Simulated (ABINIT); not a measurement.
The system is BeS.

```xyz
2
Lattice="0.0000 2.4250 2.4250 2.4250 0.0000 2.4250 2.4250 2.4250 0.0000" Properties=species:S:1:pos:R:3 pbc="T T T"
S     3.6375    3.6375    3.6375
Be    0.0000    0.0000    0.0000
```

Base run:

| Quantity | Value |
| --- | --- |
| Program | ABINIT 10.8.3 (patched build) |
| Functional | PBE |
| Potentials or basis | SG15 NC PBE v1.2 |
| Cutoff | 599 eV |
| k mesh | 6 × 6 × 6 |
| Occupations | fixed |
| Spin | no spin polarisation |

Its results: band gap on the k mesh 3.15 eV, indirect (least direct gap 5.72 eV); pressure 1.3 GPa.

Q: The run is repeated on the same cell with these changes: functional from PBE to PBE0. What comes out?

A: Band gap on the k mesh 4.82 eV, indirect (least direct gap 7.68 eV); pressure -0.2 GPa.

PBE0 gives the wider gap, since exact exchange removes part of the self-interaction.

Caveats: the potentials were made for another functional, which shifts forces and pressure (some runs).

A k mesh can miss the band edges.
